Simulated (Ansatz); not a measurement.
Relaxed bulk WSe₂, space group P-6m2 (No. 187):

```xyz
3
Lattice="3.2703 0.0000 0.0000 -1.6351 2.8321 0.0000 0.0000 0.0000 16.6612" Properties=species:S:1:pos:R:3 pbc="T T T"
W     0.0000    0.0000    0.0000
Se    0.0000    1.8881    1.6728
Se    0.0000    1.8881   14.9884
```

Method: Ansatz, DFT PBEsol, scalar-relativistic, plane waves, PAW. Cutoff 420 eV, k spacing 0.19 to 0.25 Å⁻¹, dipole correction; no spin polarisation.

Slabs with different planes and terminations (top/bottom plane) are cut from it in 1×1 cells and relaxed. Each holds whole formula units counted by W and an excess Δn of Se (negative: a deficit); ΔE is its energy over those formula units in the bulk and the excess in the standard state of Se. The formation energy of WSe₂ is -1.743 eV a formula unit (uncorrected), so Δμ(Se) runs from -0.872 eV to 0 if no other compound intervenes.

```
              slab A (Å²)  Δn(Se)  ΔE (eV)
(001) Se/Se, W2Se4    9.26       0    0.000
  (001) W/W, W2Se2    9.26   -2.00    7.167
```

Q: Work out each slab's surface energy at the Se-rich and Se-poor ends.

A: γ = [ΔE − Δn·Δμ(Se)]/(2A) × 16.02 J/m² per eV/Å², the mean of both faces:

| slab | Se-rich (J/m²) | Se-poor (J/m²) |
| --- | --- | --- |
| (001) Se/Se, W2Se4 | 0.00 | 0.00 |
| (001) W/W, W2Se2 | 6.20 | 4.69 |

Q: Does the lowest surface change with the conditions?

A: No: among these slabs (001) Se/Se, W2Se4 is lowest at both ends, and since each γ is a straight line in Δμ, throughout the range.

Only the planes named were cut, so another facet can lie lower still. Reconstructions in larger cells weren't sought.

The reference crystal is a form of WSe2, which isn't its usual structure.